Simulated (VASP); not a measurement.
# BaO (Fm-3m) in VASP: a series of runs, part 2 of 3

VASP 6.6.1. Earlier steps stand in the parts before.

## Step 3: Band structure, PBE

The input, INCAR:

```
SYSTEM = BaO
ALGO = Normal
EDIFF = 1E-7
ENCUT = 520
GGA = PE
ISIF = 2
ISMEAR = 0
KPAR = 4
LASPH = .True.
LCHARG = .False.
LREAL = .False.
LWAVE = .False.
NELM = 60
PREC = Accurate
SIGMA = 0.02
```

The input, KPOINTS:

```
k-points
0
Gamma
  8 8 8
  0 0 0
```

The input, POSCAR:

```
BaO                                     
1.0
   -0.0000000000      2.7807066280      2.7807066280
    2.7807066280     -0.0000000000      2.7807066280
    2.7807066280      2.7807066280     -0.0000000000
  Ba              O             
     1     1
Direct
     0.0000000000000000    0.0000000000000000    0.0000000000000000
     0.5000000000000000    0.5000000000000000    0.5000000000000000
```

The input, KPOINTS_OPT:

```
path GXWKGLUWLK,UX
10
line-mode
reciprocal
 0.0000000000  0.0000000000  0.0000000000  G
 0.5000000000  0.0000000000  0.5000000000  X

 0.5000000000  0.0000000000  0.5000000000  X
 0.5000000000  0.2500000000  0.7500000000  W

 0.5000000000  0.2500000000  0.7500000000  W
 0.3750000000  0.3750000000  0.7500000000  K

 0.3750000000  0.3750000000  0.7500000000  K
 0.0000000000  0.0000000000  0.0000000000  G

 0.0000000000  0.0000000000  0.0000000000  G
 0.5000000000  0.5000000000  0.5000000000  L

 0.5000000000  0.5000000000  0.5000000000  L
 0.6250000000  0.2500000000  0.6250000000  U

 0.6250000000  0.2500000000  0.6250000000  U
 0.5000000000  0.2500000000  0.7500000000  W

 0.5000000000  0.2500000000  0.7500000000  W
 0.5000000000  0.5000000000  0.5000000000  L

 0.5000000000  0.5000000000  0.5000000000  L
 0.3750000000  0.3750000000  0.7500000000  K

 0.6250000000  0.2500000000  0.6250000000  U
 0.5000000000  0.0000000000  0.5000000000  X
```

Potentials or basis: VASP PAW PBE potentials, release 64 (Ba_sv, O).

Launch:

```console
cat potpaw_PBE.64/Ba_sv/POTCAR potpaw_PBE.64/O/POTCAR > POTCAR
mpirun -np 4 vasp_std > vasp.out
```

OUTCAR:

```text
SYSTEM = BaO
   EDIFF = 1E-7
   ENCUT = 520
   GGA = PE
   ISIF = 2
   ISMEAR = 0
   LASPH = .True.
   LREAL = .False.
   NELM = 60
   PREC = Accurate

 ion  position               nearest neighbor table
   1  0.000  0.000  0.000-   2 2.78   2 2.78   2 2.78   2 2.78   2 2.78   2 2.78
   2  0.500  0.500  0.500-   1 2.78   1 2.78   1 2.78   1 2.78   1 2.78   1 2.78

  LATTYP: Found a face centered cubic cell.
 ALAT       =     5.5614132560

  Lattice vectors:

 A1 = (   0.0000000000,   2.7807066280,   2.7807066280)
 A2 = (   2.7807066280,   0.0000000000,   2.7807066280)
 A3 = (   2.7807066280,   2.7807066280,   0.0000000000)

Analysis of symmetry for initial positions (statically):
=====================================================================
 Subroutine PRICEL returns:
 Original cell was already a primitive cell.

 Routine SETGRP: Setting up the symmetry group for a
 face centered cubic supercell.

 Subroutine GETGRP returns: Found 48 space group operations
 (whereof 48 operations were pure point group operations)
 out of a pool of 48 trial point group operations.

The static configuration has the point symmetry O_h .

[... 174 lines left out ...]
      4      -8.6546      2.00000
      5      -8.6546      2.00000
      6       1.4818      2.00000
      7       1.4818      2.00000
      8       1.4818      2.00000
      9       5.2857      0.00000
     10       6.4818      0.00000
     11       6.4818      0.00000
     12       6.4818      0.00000
[... 331 lines left out ...]
 k-point    24 :      -0.3750    0.2500    0.1250
  band No.  band energies     occupation
      1     -23.8414      2.00000
      2     -13.7238      2.00000
      3      -9.2556      2.00000
      4      -9.2536      2.00000
      5      -8.7639      2.00000
      6       0.3037      2.00000
      7       0.8943      2.00000
      8       0.9622      2.00000
      9       6.6357      0.00000
     10       7.2380      0.00000
     11       9.5706      0.00000
     12       9.6071      0.00000

 [... further k-points ...]

------------------------ aborting loop because EDIFF is reached ----------------------------------------

  FORCE on cell =-STRESS in cart. coord.  units (eV):
  Direction    XX          YY          ZZ          XY          YZ          ZX
  --------------------------------------------------------------------------------------
  -------------------------------------------------------------------------------------
  Total        0.5588072      0.5588072      0.5588072      0.0000000      0.0000000      0.0000000
  in kB       20.8198255     20.8198255     20.8198255      0.0000000      0.0000000      0.0000000
  external PRESSURE =      20.8198255 kB  Pullay stress =       0.0000000 kB

 VOLUME and BASIS-vectors are now :
 -----------------------------------------------------------------------------
  energy-cutoff  :      520.00
  volume of cell :       43.00
      direct lattice vectors                 reciprocal lattice vectors
     0.000000000  2.780706628  2.780706628    -0.179810410  0.179810410  0.179810410
     2.780706628  0.000000000  2.780706628     0.179810410 -0.179810410  0.179810410
     2.780706628  2.780706628  0.000000000     0.179810410  0.179810410 -0.179810410

 POSITION                                       TOTAL-FORCE (eV/Angst)
 -----------------------------------------------------------------------------------
      0.00000      0.00000      0.00000        -0.000000     -0.000000      0.000000
      2.78071      2.78071      2.78071         0.000000      0.000000     -0.000000
 -----------------------------------------------------------------------------------
    total drift:                                0.000000      0.000000      0.000000

  FREE ENERGIE OF THE ION-ELECTRON SYSTEM (eV)
  ---------------------------------------------------
  free  energy   TOTEN  =       -11.8011752817 eV

  energy  without entropy=      -11.8011752817  energy(sigma->0) =      -11.80117528
```

OSZICAR:

```text
N       E                     dE             d eps       ncg     rms          rms(c)
DAV:   1     0.892030851157E+02    0.89203E+02   -0.79022E+03   696   0.123E+03
DAV:   2    -0.101074164990E+02   -0.99311E+02   -0.89508E+02   984   0.232E+02
[... 40 lines left out ...]
DAV:   6    -0.361911733997E+04   -0.12231E-02      916
DAV:   7    -0.361911734624E+04   -0.62758E-05      912
DAV:   8    -0.361911734629E+04   -0.48538E-07      540
       N       E                     dE             ncg
DAV:   1     0.792252192882E+04   -0.82824E+04      312
DAV:   2     0.679704667496E+04   -0.11255E+04      428
DAV:   3     0.674365453767E+04   -0.53392E+02      420
DAV:   4     0.674264446909E+04   -0.10101E+01      432
DAV:   5     0.674261072541E+04   -0.33744E-01      428
DAV:   6     0.674260974453E+04   -0.98088E-03      428
DAV:   7     0.674260973754E+04   -0.69875E-05      416
DAV:   8     0.674260973749E+04   -0.53418E-07      308
```

stdout:

```text
POSCAR found type information on POSCAR BaO
 POSCAR found :  2 types and       2 ions
 scaLAPACK will be used
 LDA part: xc-table for (Slater+PW92), standard interpolation
 POSCAR, INCAR and KPOINTS ok, starting setup
 FFT: planning ... GRIDC
 FFT: planning ... GRID_SOFT
 FFT: planning ... GRID
 WAVECAR not read
 entering main loop
 Start KPOINTS_OPT (optional k-point list driver)
k-point batch [1-29\100]
k-point batch [30-58\100]
k-point batch [59-87\100]
k-point batch [88-100\100]
```

Run time: 11 s. Hardware: 4 MPI ranks of Intel Xeon Platinum 8488C (Sapphire Rapids), shared host; peak memory 0.18 GiB.

What came out:

```
Free energy             : -11.8012 eV
Pressure                : 2.1 GPa
Band gap on the k mesh  : 2.02 eV, direct
Band gap along the path : 2.02 eV, direct
```

Levels at the corners of the path, in eV from the valence-band top:
```
point  band 4  band 5  band 6  band 7  band 8  band 9  band 10  band 11  band 12
    Γ  -10.45  -10.45   -0.31   -0.31   -0.31    3.49     4.69     4.69     4.69
    X  -11.01  -11.01   -0.14   -0.14    0.00    2.02     5.92     8.83     9.32
    X  -11.01  -11.01   -0.14   -0.14    0.00    2.02     5.92     8.83     9.32
    W  -11.47  -10.52   -1.28   -0.20   -0.20    4.61     4.61     6.79     9.67
    W  -11.47  -10.52   -1.28   -0.20   -0.20    4.61     4.61     6.79     9.67
    K  -10.89  -10.86   -0.90   -0.71   -0.14    3.44     6.53     6.93     8.56
    K  -10.89  -10.86   -0.90   -0.71   -0.14    3.44     6.53     6.93     8.56
    Γ  -10.45  -10.45   -0.31   -0.31   -0.31    3.49     4.69     4.69     4.69
    Γ  -10.45  -10.45   -0.31   -0.31   -0.31    3.49     4.69     4.69     4.69
    L  -10.56  -10.56   -1.95   -1.42   -1.42    4.91     7.12     7.12     8.12
    L  -10.56  -10.56   -1.95   -1.42   -1.42    4.91     7.12     7.12     8.12
    U  -10.89  -10.86   -0.90   -0.71   -0.14    3.44     6.53     6.93     8.56
    U  -10.89  -10.86   -0.90   -0.71   -0.14    3.44     6.53     6.93     8.56
    W  -11.47  -10.52   -1.28   -0.20   -0.20    4.61     4.61     6.79     9.68
    W  -11.47  -10.52   -1.28   -0.20   -0.20    4.61     4.61     6.79     9.68
    L  -10.56  -10.56   -1.95   -1.42   -1.42    4.91     7.12     7.12     8.12
    L  -10.56  -10.56   -1.95   -1.42   -1.42    4.91     7.12     7.12     8.12
    K  -10.89  -10.86   -0.90   -0.71   -0.14    3.44     6.53     6.93     8.56
    U  -10.89  -10.86   -0.90   -0.71   -0.14    3.44     6.53     6.93     8.56
    X  -11.01  -11.01   -0.14   -0.14    0.00    2.02     5.92     8.83     9.32
```

Caveat: spin-orbit coupling is left out, which moves the levels of the heavy elements.

(Continued in part 3 of 3.)
